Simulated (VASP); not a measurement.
# InP in VASP: one cell, several levels of theory, part 2 of 2

VASP 6.6.1, plane waves, PAW. The steps go on from the part before.

## (3) r2SCAN

INCAR

```
ENCUT = 520.000000
SIGMA = 0.010000
EDIFF = 1.00e-07
ALGO = Normal
METAGGA = R2SCAN
PREC = Accurate
IBRION = -1
ISIF = 2
ISMEAR = 0
NBANDS = 16
NELM = 120
NSW = 0
LASPH = .TRUE.
LCHARG = .TRUE.
LELF = .TRUE.
LWAVE = .FALSE.
LREAL = .FALSE.
```

KPOINTS

```
KPOINTS created by Atomic Simulation Environment
0
Gamma
8 8 8
0 0 0
```

KPOINTS_OPT

```
special points
6
Reciprocal
0.0000000000 0.0000000000 0.0000000000 1
-0.5000000000 -0.5000000000 0.0000000000 1
-0.3750000000 -0.3750000000 0.2500000000 1
-0.3750000000 0.0000000000 0.3750000000 1
0.0000000000 0.0000000000 0.5000000000 1
-0.5000000000 -0.2500000000 0.2500000000 1
```

POSCAR

```
In P
 1.0000000000000000
     0.0000000000000000    2.9537876347999998    2.9242497584999998
     2.9537876347999998    0.0000000000000000    2.9242497584999998
     2.9537876347999998    2.9537876347999998    0.0000000000000000
 In  P
   1   1
Cartesian
  0.0000000000000000  0.0000000000000000  0.0000000000000000
  1.4768938173999999  1.4768938173999999  1.4621248792500001
```

Started as:

```sh
$ mpirun -np 1 vasp_std
```

Standard output, without the iteration lines:

```text
POSCAR found type information on POSCAR InP
 POSCAR found :  2 types and       2 ions
 -----------------------------------------------------------------------------
|                                                                             |
|                                                                             |
|     You enforced a specific xc type in the INCAR file but a different       |
|     I HOPE YOU KNOW WHAT YOU ARE DOING!                                     |
|                                                                             |
 -----------------------------------------------------------------------------

 LDA part: xc-table for (None), standard interpolation
 POSCAR, INCAR and KPOINTS ok, starting setup
 FFT: planning ... GRIDC
 FFT: planning ... GRID_SOFT
 FFT: planning ... GRID
 WAVECAR not read
 entering main loop
 Start KPOINTS_OPT (optional k-point list driver)
k-point batch [1-6\6]
```

OSZICAR:

```text
N       E                     dE             d eps       ncg     rms          rms(c)
DAV:   1     0.890972812611E+02    0.89097E+02   -0.84888E+03  1888   0.128E+03
DAV:   2    -0.281007376307E+02   -0.11720E+03   -0.11222E+03  2080   0.305E+02
DAV:   3    -0.356842721058E+02   -0.75835E+01   -0.75484E+01  2504   0.770E+01
DAV:   4    -0.358931563097E+02   -0.20888E+00   -0.20883E+00  2464   0.135E+01
DAV:   5    -0.359025235389E+02   -0.93672E-02   -0.93670E-02  2784   0.242E+00    0.737E+00
DAV:   6    -0.323021465478E+02    0.36004E+01   -0.16445E+00  2416   0.283E+01    0.389E+00
DAV:   7    -0.322855243963E+02    0.16622E-01   -0.26832E-01  2472   0.390E+00    0.246E+00
DAV:   8    -0.322944893726E+02   -0.89650E-02   -0.16819E-02  2568   0.118E+00    0.109E+00
DAV:   9    -0.322959697459E+02   -0.14804E-02   -0.22239E-03  2192   0.383E-01    0.110E-01
DAV:  10    -0.322959916658E+02   -0.21920E-04   -0.37069E-04  2576   0.203E-01    0.142E-01
DAV:  11    -0.322960264044E+02   -0.34739E-04   -0.39747E-05  2584   0.500E-02    0.787E-02
DAV:  12    -0.322960216290E+02    0.47754E-05   -0.36322E-05  2408   0.835E-02    0.555E-02
DAV:  13    -0.322960210976E+02    0.53139E-06   -0.27419E-06  2432   0.116E-02    0.306E-02
DAV:  14    -0.322960211871E+02   -0.89531E-07   -0.99095E-08  1960   0.478E-03
   1 F= -.32296021E+02 E0= -.32296021E+02  d E =-.964209E-26
       N       E                     dE             ncg
DAV:   1     0.179091407696E+04   -0.30663E+04      192
DAV:   2     0.111950343207E+04   -0.67141E+03      208
DAV:   3     0.107255442721E+04   -0.46949E+02      256
DAV:   4     0.107136298645E+04   -0.11914E+01      256
DAV:   5     0.107129270074E+04   -0.70286E-01      288
DAV:   6     0.107129172815E+04   -0.97259E-03      248
DAV:   7     0.107129167271E+04   -0.55437E-04      296
DAV:   8     0.107129167208E+04   -0.63375E-06      280
DAV:   9     0.107129167207E+04   -0.10458E-07      200
```

OUTCAR, selected sections:

```text
k-points           NKPTS =     59   k-points in BZ     NKDIM =     59   number of bands    NBANDS=     16

   NELECT =      18.0000    total number of electrons

   dimension x,y,z NGX =    32 NGY =   32 NGZ =   32
   dimension x,y,z NGXF=    64 NGYF=   64 NGZF=   64

  energy-cutoff  :      520.00
  volume of cell :       51.03
      direct lattice vectors                 reciprocal lattice vectors
     0.000000000  2.953787635  2.924249758    -0.169274187  0.169274187  0.170984027
     2.953787635  0.000000000  2.924249758     0.169274187 -0.169274187  0.170984027
     2.953787635  2.953787635  0.000000000     0.169274187  0.169274187 -0.170984027

 k-points in reciprocal lattice and weights: KPOINTS created by Atomic Simulation Env
   0.00000000  0.00000000  0.00000000       0.002
   0.12500000 -0.00000000  0.00000000       0.016
   0.25000000 -0.00000000  0.00000000       0.016
   0.37500000 -0.00000000  0.00000000       0.016
   0.50000000 -0.00000000  0.00000000       0.008
   0.12500000  0.12500000  0.00000000       0.004
   0.25000000  0.12500000  0.00000000       0.016
   0.37500000  0.12500000  0.00000000       0.016
[... 51 more k-points ...]

 E-fermi :   4.9644

 k-point     1 :       0.0000    0.0000    0.0000
  band No.  band energies     occupation
      1      -9.7690      2.00000
      2      -9.7690      2.00000
      3      -9.7647      2.00000
      4      -9.5965      2.00000
      5      -9.5949      2.00000
      6      -7.0417      2.00000
      7       4.8462      2.00000
      8       4.8462      2.00000
      9       4.8947      2.00000
     10       5.9507      0.00000
     11       9.2918      0.00000
     12       9.3095      0.00000
     13       9.3095      0.00000
     14      13.9143      0.00000
     15      14.6837      0.00000
     16      14.8402      0.00000

 k-point     2 :       0.1250   -0.0000    0.0000
  band No.  band energies     occupation
      1      -9.7882      2.00000
      2      -9.7612      2.00000
      3      -9.7583      2.00000
      4      -9.5965      2.00000
      5      -9.5946      2.00000
      6      -6.8572      2.00000
      7       3.3660      2.00000
      8       4.6560      2.00000
      9       4.6949      2.00000
     10       6.8483      0.00000
     11       9.4504      0.00000
     12       9.5899      0.00000
     13       9.5902      0.00000
     14      14.0570      0.00000
     15      14.1682      0.00000
     16      14.7178      0.00000

 k-point     3 :       0.2500   -0.0000    0.0000
  band No.  band energies     occupation
      1      -9.8348      2.00000
      2      -9.7444      2.00000
      3      -9.7417      2.00000
      4      -9.5945      2.00000
      5      -9.5916      2.00000
      6      -6.3444      2.00000
      7       1.4045      2.00000
      8       4.2729      2.00000
      9       4.3246      2.00000
     10       6.9992      0.00000
     11      10.0040      0.00000
     12      10.0285      0.00000
     13      10.5806      0.00000
     14      13.8758      0.00000
     15      13.9116      0.00000
     16      14.4826      0.00000

 k-point     4 :       0.3750   -0.0000    0.0000
  band No.  band energies     occupation
      1      -9.8780      2.00000
      2      -9.7311      2.00000
      3      -9.7284      2.00000
      4      -9.5889      2.00000
      5      -9.5849      2.00000
      6      -5.6645      2.00000
      7      -0.2307      2.00000
      8       3.9578      2.00000
      9       4.0207      2.00000
     10       6.7851      0.00000
     11      10.0442      0.00000
     12      10.1070      0.00000
     13      11.9539      0.00000
     14      14.2890      0.00000
     15      14.8711      0.00000
     16      14.8981      0.00000

 k-point     5 :       0.5000   -0.0000    0.0000
  band No.  band energies     occupation
      1      -9.8951      2.00000
      2      -9.7268      2.00000
      3      -9.7241      2.00000
      4      -9.5853      2.00000
      5      -9.5808      2.00000
      6      -5.2818      2.00000
      7      -0.9437      2.00000
      8       3.8409      2.00000
      9       3.9081      2.00000
     10       6.6898      0.00000
     11       9.9860      0.00000
     12      10.0583      0.00000
     13      12.3833      0.00000
     14      14.8851      0.00000
     15      16.0287      0.00000
     16      16.1008      0.00000

 k-point     6 :       0.1250    0.1250    0.0000
  band No.  band energies     occupation
      1      -9.8005      2.00000
      2      -9.7536      2.00000
      3      -9.7536      2.00000
      4      -9.6029      2.00000
      5      -9.5894      2.00000
      6      -6.7935      2.00000
      7       3.4020      2.00000
      8       4.3237      2.00000
      9       4.3237      2.00000
     10       7.3751      0.00000
     11       8.6250      0.00000
     12      10.0573      0.00000
     13      10.0573      0.00000
     14      13.1720      0.00000
     15      14.8395      0.00000
     16      15.1662      0.00000

 k-point     7 :       0.2500    0.1250    0.0000
  band No.  band energies     occupation
      1      -9.8396      2.00000
      2      -9.7385      2.00000
      3      -9.7360      2.00000
      4      -9.6074      2.00000
      5      -9.5840      2.00000
      6      -6.3875      2.00000
      7       1.9040      2.00000
      8       3.8914      2.00000
      9       3.9542      2.00000
     10       7.7966      0.00000
     11       8.7459      0.00000
     12      10.6339      0.00000
     13      10.6683      0.00000
     14      12.8776      0.00000
     15      14.7650      0.00000
     16      15.7737      0.00000

 k-point     8 :       0.3750    0.1250    0.0000
  band No.  band energies     occupation
      1      -9.8786      2.00000
      2      -9.7259      2.00000
      3      -9.7211      2.00000
      4      -9.6047      2.00000
      5      -9.5787      2.00000
      6      -5.7476      2.00000
      7       0.2578      2.00000
      8       3.4766      2.00000
      9       3.6095      2.00000
     10       7.6173      0.00000
     11       9.5052      0.00000
     12      10.7718      0.00000
     13      11.0639      0.00000
     14      13.9828      0.00000
     15      15.4036      0.00000
     16      15.4665      0.00000

 k-point     9 :       0.5000    0.1250    0.0000
  band No.  band energies     occupation
      1      -9.8997      2.00000
      2      -9.7200      2.00000
      3      -9.7159      2.00000
      4      -9.5956      2.00000
      5      -9.5787      2.00000
      6      -5.2099      2.00000
      7      -0.7798      2.00000
      8       3.1019      2.00000
      9       3.5817      2.00000
     10       7.4929      0.00000
     11       9.6449      0.00000
     12      10.5403      0.00000
     13      12.2873      0.00000
     14      14.5857      0.00000
     15      16.1173      0.00000
     16      16.1220      0.00000

 k-point    10 :      -0.3750    0.1250    0.0000
  band No.  band energies     occupation
      1      -9.8929      2.00000
      2      -9.7204      2.00000
      3      -9.7203      2.00000
      4      -9.5889      2.00000
      5      -9.5873      2.00000
      6      -5.3496      2.00000
      7      -0.5353      2.00000
      8       2.9751      2.00000
      9       3.8120      2.00000
     10       7.5414      0.00000
     11       9.8084      0.00000
     12      10.3549      0.00000
     13      12.1680      0.00000
     14      14.5281      0.00000
     15      15.0268      0.00000
     16      16.3842      0.00000

 k-point    11 :      -0.2500    0.1250    0.0000
  band No.  band energies     occupation
      1      -9.8613      2.00000
      2      -9.7343      2.00000
      3      -9.7273      2.00000
      4      -9.5967      2.00000
      5      -9.5887      2.00000
      6      -5.9863      2.00000
      7       0.7737      2.00000
      8       3.1745      2.00000
      9       4.2172      2.00000
     10       7.7032      0.00000
     11      10.0134      0.00000
     12      10.1574      0.00000
     13      10.7806      0.00000
     14      13.2659      0.00000
     15      15.0431      0.00000
     16      15.7831      0.00000

 k-point    12 :      -0.1250    0.1250    0.0000
  band No.  band energies     occupation
      1      -9.8194      2.00000
      2      -9.7524      2.00000
      3      -9.7413      2.00000
      4      -9.5985      2.00000
      5      -9.5919      2.00000
      6      -6.5654      2.00000
      7       2.3321      2.00000
      8       3.8119      2.00000
      9       4.5979      2.00000
     10       7.5330      0.00000
     11       9.4017      0.00000
     12       9.7363      0.00000
     13      10.3846      0.00000
     14      13.2007      0.00000
     15      14.2084      0.00000
     16      15.7596      0.00000

[... the tables of k-points 13 to 59 left out ...]

  Total        0.1377662      0.1377662      0.2778213      0.0000000     -0.0000000      0.0000000
  in kB        4.3256404      4.3256404      8.7231451      0.0000000     -0.0000000      0.0000000
  external PRESSURE =       5.7914753 kB  Pullay stress =       0.0000000 kB

 POSITION                                       TOTAL-FORCE (eV/Angst)
 -----------------------------------------------------------------------------------
      0.00000      0.00000      0.00000         0.000000      0.000000     -0.000000
      1.47689      1.47689      1.46212        -0.000000     -0.000000      0.000000
 -----------------------------------------------------------------------------------
    total drift:                               -0.000001     -0.000001     -0.000004

  FREE ENERGIE OF THE ION-ELECTRON SYSTEM (eV)
  ---------------------------------------------------
  free  energy   TOTEN  =       -32.2960211871 eV

  energy  without entropy=      -32.2960211871  energy(sigma->0) =      -32.29602119
```

Run time: 1.8 min. Hardware: 1 MPI rank of Intel Xeon Platinum 8488C, shared host; peak memory 0.22 GiB.

The levels at the points of KPOINTS_OPT are read from vasprun.xml.

Band energies at the special points (eV, zero at the top of v, the last band that the electrons fill by count):

| point | v−1 | v | c | c+1 |
| --- | --- | --- | --- | --- |
| Γ | -0.05 | 0.00 | 1.06 | 4.40 |
| X | -2.43 | -2.43 | 1.96 | 2.45 |
| U | -3.38 | -2.04 | 2.56 | 4.64 |
| K | -3.38 | -1.99 | 2.64 | 4.73 |
| L | -1.05 | -0.99 | 1.80 | 5.09 |
| W | -3.03 | -2.97 | 4.52 | 4.69 |

The r2SCAN gap is 1.06 eV, direct at Γ. Pressure: 0.58 GPa; the forces vanish within 0.01 eV/Å.

Axes a, b and c in the maps are those of this run's conventional cell (a, b, c = 4.177, 4.177, 5.848 Å).

Density in a lattice plane of the grid's cell (edges 4.18 and 5.85 Å, at 0.000 of the third edge), which holds In and P.

Ten even steps from '0' (-0.28 e/Å³) to '9' (12.06 e/Å³):
```
763100000000000136
321000000000000012
000000000000000000
000000000000000000
000000000000000000
000000000000000000
000000000000000000
000000000000000000
000000000000000000
000000000000000000
000000000000000000
000000000000000000
000000000000000000
000000000000000000
000000000000000000
000000000000000000
000000000000000000
321000000000000012
763100000000000136
984200000000000248
```
Columns run along the first of these edges and rows up along the second, over one cell in 18 and 20 even steps from the bottom left corner. Atoms in the plane (fractional): In at (0.00, 0.00), P at (0.50, 0.75).

ELF in the same plane.

Values, 12 rows by 8 columns:
```
0.06 0.23 0.41 0.82 0.80 0.82 0.41 0.23
0.29 0.28 0.77 0.87 0.61 0.87 0.77 0.28
0.17 0.42 0.81 0.66 0.13 0.66 0.81 0.42
0.06 0.29 0.67 0.70 0.61 0.70 0.67 0.29
0.02 0.10 0.46 0.72 0.80 0.72 0.46 0.10
0.01 0.02 0.14 0.42 0.55 0.42 0.14 0.02
0.02 0.02 0.03 0.08 0.14 0.08 0.03 0.02
0.06 0.05 0.02 0.02 0.02 0.02 0.02 0.05
0.17 0.15 0.08 0.02 0.01 0.02 0.08 0.15
0.29 0.25 0.18 0.06 0.02 0.06 0.18 0.25
0.06 0.22 0.25 0.17 0.14 0.17 0.25 0.22
0.18 0.07 0.28 0.46 0.55 0.46 0.28 0.07
```
Columns run along the first of these edges and rows up along the second, over one cell in 8 and 12 even steps from the bottom left corner. Atoms in the plane (fractional): In at (0.00, 0.00), P at (0.50, 0.75).

Both are smooth fields of the valence electrons: close to the nuclei they are not physical.

Maxima of ELF outside the ion cores: 0.90 on the P–In line, 0.9 Å from P.

## (4) Results

This closing draws on all 2 parts.

```
 level  gap (eV)  pressure (GPa)
   PBE      0.61            2.29
r2SCAN      1.06            0.58
```

What this shows: The gap runs from 0.61 eV (PBE) to 1.06 eV (r2SCAN). Spin-orbit coupling is left out, though the cell holds In (Z = 49); in an element this heavy it can shift bands and gaps by tenths of an eV. At this one volume the pressure spans 0.6 GPa (r2SCAN) to 2.3 GPa (PBE): PBE wants the largest cell and r2SCAN the smallest.
